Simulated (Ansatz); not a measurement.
# Bi (C2/m) in Ansatz: single point with RPBE

Aim: the single point of Bi with RPBE.

All numbers are computed with Ansatz 0.2.0; they aren't measurements. Logs are shortened: lines on timing, memory, paths and dates and some standing lists are left out, and cuts for length are marked.

## Step 1: The cell of the first run

Symmetry: C2/m, No. 12, monoclinic system. The conventional cell has a = 6.977 Å, b = 6.265 Å, c = 3.359 Å, α = 90.00°, β = 112.04°, γ = 90.00°. Around Bi (site symmetry m) lie 6 Bi at 3.21 to 3.45 Å.

This isn't the form of Bi at room conditions, which is rhombohedral.

## Step 2: Single point, RPBE (the cell as VASP's run set it)

input.yaml reads:

```yaml
crystal:
  lattice:
    - [4.68864169, 0.0, 0.0]
    - [0.502762043, 4.6616082231, 0.0]
    - [-0.9376816556, -0.8419889381, 3.1135500044]
  atoms:
    - { symbol: Bi, position: [0.753061, 0.753061, 0.857382] }
    - { symbol: Bi, position: [0.246939, 0.246939, 0.142618] }
kpoints:
  mp_grid: { grid: [6, 6, 9] }
scf:
  occupations: { method: gaussian, width: 0.02 }
hamiltonian:
  xc: rpbe
  pseudopotentials: { kind: all_electron, lapw: { basis_error: 0.001 } }
output:
  forces: true
  stress: true
  eigenvalues: true
```

Potentials or basis: all-electron LAPW, scalar-relativistic.

Command:

```sh
> ansatz run input.yaml --threads 1 --pin off --max-ram 3072MiB --backend cpu --events-out ev --progress --plain --runs-dir out
```

Log:

```text
Warning: RAYON_NUM_THREADS=1 ignored (pool sized by the plan → 1); use --threads N
LAPW: plane waves up to 7.057 Å⁻¹, error target 1.0e-3 eV per atom; small_component_spin mean_spin; Bi in spheres of 1.606 Å, 37 of its electrons in bands, Dirac shells [] (how accurate: hamiltonian.pseudopotentials.lapw.basis_error, Limitations)
Engine: ansatz 0.2.0, x86_64-unknown-linux-gnu
Pseudopotentials: kind: all_electron
Pseudopotential: Bi, LAPW, valence charge 37, lapw/all_electron/scalar/gaussian/Bi, Koelling and Harmon's equation, gaussian nucleus
Functional definition: RPBE
  parameter kappa = 0.804
  parameter beta = 0.06672455060314922
  exchange = rpbe_x(kappa = kappa, mu = beta*pi^2/3)
  correlation = pbe_c(beta = beta)
Crystal: 2 atoms, lattice volume = 68.052 Å³
Basis set: ecut = 189.76300189110418 eV, 401 PW (Γ), exchange–correlation at level 2
Bands: 45, of which v1, the nominal top of the filled ones, is band 37 counted from 1 (36 counted from 0)
Symmetry: 4 space group operations
Space group: C2/m (ITA 12), of the structure as read, at distance tolerance 4.1e-5 Å
k-points: 97 of 324
Non-local potential: Bi, projectors of the file, none
Initial density: superposition of atomic densities (chi_scale 0.1, normalization cell)
Initial wavefunctions: plane waves of lowest kinetic energy (no species holds an atomic orbital)
Functional: x = rpbe, c = pbe(β = 0.06672455060314922)
iter 1 solved again at ethr=3.22e-5 eV; its pass at ethr=1.00e-1 eV (dr2=2.38e-2 eV) is discarded
SCF iter   1: F=—  HF=-1171442.973470 eV  |F-HF|=—  |Δ(HF+E_count)|=         —  Δρ=6.73e-3  dr2=2.40e-2  ethr=3.22e-5  ⟨swp⟩=3.1  Hψ=27567  notcnv=0
preconditioner: auto → LDOS  [insulator: Δε(μ)=0.057 eV  Ē_g=23.071 eV  σ=0.020 eV  W_gap=0.81  n_scr=20 (ndim 8)  ℏωp=24.7 eV  f_vac=0.108  D(μ)=1.33/eV (n_scr^D=4)  ε∞_Penn≈2.1  β→1.0]
iter 2 solved again at ethr=1.30e-6 eV; its pass at ethr=3.22e-5 eV (dr2=9.64e-4 eV) is discarded
SCF iter   2: F=—  HF=-1171442.981331 eV  |F-HF|=—  |Δ(HF+E_count)|=   7.86e-3  Δρ=1.29e-3  dr2=9.63e-4  ethr=1.30e-6  ⟨swp⟩=2.0  Hψ=22522  notcnv=0
SCF iter   3: F=—  HF=-1171442.980820 eV  |F-HF|=—  |Δ(HF+E_count)|=   5.11e-4  Δρ=5.21e-4  dr2=1.96e-4  ethr=1.30e-6  ⟨swp⟩=3.0  Hψ=13937  notcnv=0
SCF iter   4: F=—  HF=-1171442.979262 eV  |F-HF|=—  |Δ(HF+E_count)|=   1.56e-3  Δρ=2.00e-4  dr2=2.73e-5  ethr=2.65e-7  ⟨swp⟩=3.0  Hψ=12985  notcnv=0
SCF iter   5: F=—  HF=-1171442.979053 eV  |F-HF|=—  |Δ(HF+E_count)|=   2.10e-4  Δρ=6.86e-5  dr2=3.67e-6  ethr=3.69e-8  ⟨swp⟩=3.0  Hψ=13001  notcnv=0
SCF iter   6: F=—  HF=-1171442.979041 eV  |F-HF|=—  |Δ(HF+E_count)|=   1.15e-5  Δρ=1.26e-5  dr2=1.23e-7  ethr=4.96e-9  ⟨swp⟩=3.0  Hψ=13113  notcnv=0
SCF iter   7: F=-1171442.979041 eV  HF=-1171442.979041 eV  |F-HF|=2.33e-10  |Δ(HF+E_count)|=   2.00e-7  Δρ=4.93e-6  dr2=1.91e-8  ethr=1.67e-10  ⟨swp⟩=3.0  Hψ=13173  notcnv=0
SCF 1 converged in 7 iterations: F = -1171442.979041 eV  dr2 = 1.91e-8
SCF converged after 7 iterations
Free energy (F): -1171442.979041 eV
Harris-Foulkes:  -1171442.979041 eV  (|F-HF|=2.33e-10)
Internal energy: -1171442.978789 eV  (E = F + TS)
E sigma→0 (E₀):  -1171442.978915 eV
Entropy (-TS):   -0.000252 eV (-0.126 meV/atom)
Fermi energy:    14.123890 eV
--- Per-component energies (eV) ---
  E_band       = -5330.000034
  E_kinetic    = 1356133.149762
  E_xc         = -21642.443676
  E_electrostatic = -2505933.684875  (all electrons and nuclei)
  E_smearing   = -0.000252  (= −TS)
  E_closure    = 0.000000  (closes the sum)
  E_atoms      = -1171436.095332  (free atoms, spherical and without spin; not in F)
  Σ components = -1171442.979041   (vs F -1171442.979041, Δ=0.00e0)
  Basis errors (estimates in eV, not in F): energy 3.5e-4 per atom: plane waves 3.4e-4 (1.8e-4 summed), levels above the bands 0.0e0, relativity 8.1e-8, radial functions 1.5e-5, core shells 7.9e-9; eigenvalues (radial functions only) 1.4e-6; not estimated: angular momenta, meshes, grids; target (lapw.basis_error) 1.0e-3; muffin-tin radii Bi 1.606 Å
--- Forces (eV/Å), atoms counted from 1 ---
  atom   1  Bi     0.02392922     0.02148718     0.01268956
  atom   2  Bi    -0.02392922    -0.02148718    -0.01268956
  max |Σ_I F_I| component: 0.00e0 eV/Å
--- Stress (GPa, compression-positive) ---
        0.978752       0.182436      -0.229912
        0.182436       0.939400      -0.206449
       -0.229912      -0.206449       2.120481
  P = ⅓ Tr σ = 1.3462 GPa (13.462 kbar)
--- Band table (eV; the first three rows and the last of 97) ---
  k-point 0: bands = ["-139.0619", "-139.0618", "-134.1835", "-134.1835", "-134.1835", "-134.1835", "-134.1795", "-134.1795", "-134.1795", "-134.1795", "-134.1770", "-134.1770", "-134.1754", "-134.1754", "-134.1749", "-134.1749", "-77.3506", "-77.3506", "-77.3474", "-77.3451", "-77.3339", "-77.3317", "-8.8872", "-8.8577", "-8.8142", "-8.7912", "-8.7081", "-8.6878", "-8.6696", "-8.6624", "-8.6298", "-8.5397", "1.0762", "5.0127", "11.0873", "11.3607", "16.9297", "17.2240", "17.8975", "18.2726", "18.4347", "20.9042", "22.3518", "22.8465", "23.4373"]
  k-point 1: bands = ["-139.0619", "-139.0618", "-134.1835", "-134.1835", "-134.1835", "-134.1835", "-134.1795", "-134.1795", "-134.1795", "-134.1795", "-134.1770", "-134.1770", "-134.1754", "-134.1754", "-134.1749", "-134.1749", "-77.3508", "-77.3508", "-77.3473", "-77.3451", "-77.3339", "-77.3318", "-8.8814", "-8.8358", "-8.7881", "-8.7871", "-8.7150", "-8.6955", "-8.6787", "-8.6698", "-8.6316", "-8.5439", "1.2486", "5.0616", "11.2003", "11.6271", "16.1087", "17.1159", "17.1419", "17.3738", "17.9154", "21.5705", "22.5036", "22.5760", "23.2546"]
  k-point 2: bands = ["-139.0618", "-139.0618", "-134.1835", "-134.1835", "-134.1835", "-134.1835", "-134.1795", "-134.1795", "-134.1795", "-134.1795", "-134.1770", "-134.1770", "-134.1754", "-134.1754", "-134.1749", "-134.1749", "-77.3514", "-77.3513", "-77.3473", "-77.3451", "-77.3337", "-77.3319", "-8.8666", "-8.7813", "-8.7765", "-8.7322", "-8.7294", "-8.7105", "-8.7016", "-8.6831", "-8.6369", "-8.5555", "1.7511", "5.1934", "11.5270", "12.3242", "13.6080", "15.1890", "16.6868", "17.3534", "18.1145", "21.3784", "21.4639", "22.8389", "23.7084"]
  k-point 96: bands = ["-139.0618", "-139.0618", "-134.1835", "-134.1835", "-134.1835", "-134.1835", "-134.1795", "-134.1795", "-134.1795", "-134.1795", "-134.1770", "-134.1770", "-134.1754", "-134.1754", "-134.1749", "-134.1749", "-77.3524", "-77.3521", "-77.3473", "-77.3449", "-77.3335", "-77.3320", "-8.8035", "-8.7724", "-8.7595", "-8.7495", "-8.7422", "-8.7114", "-8.6780", "-8.6671", "-8.5965", "-8.5874", "3.9411", "4.7652", "10.4264", "11.5850", "11.7426", "13.3551", "15.5366", "16.1881", "20.3894", "22.4628", "22.5613", "23.4010", "24.8307"]
```

It took 45 s on 1 thread of AMD EPYC 7R43 (Zen 3), shared host; peak memory 0.48 GiB.

What came out:

```yaml
Free_energy: -1171442.9790 eV
Pressure: 1.3 GPa
Largest_force: 0.035 eV/Å
Band_gap_on_the_k_mesh: none (metal or under the smearing width)
```

Forces on the atoms (eV/Å):
```
Bi   0.024  0.021  0.013
Bi  -0.024 -0.021 -0.013
```

Stress tensor (GPa, compression positive):
```
 0.98  0.18 -0.23
 0.18  0.94 -0.21
-0.23 -0.21  2.12
```

Caveat: spin-orbit coupling is left out, which moves the levels of the heavy elements.
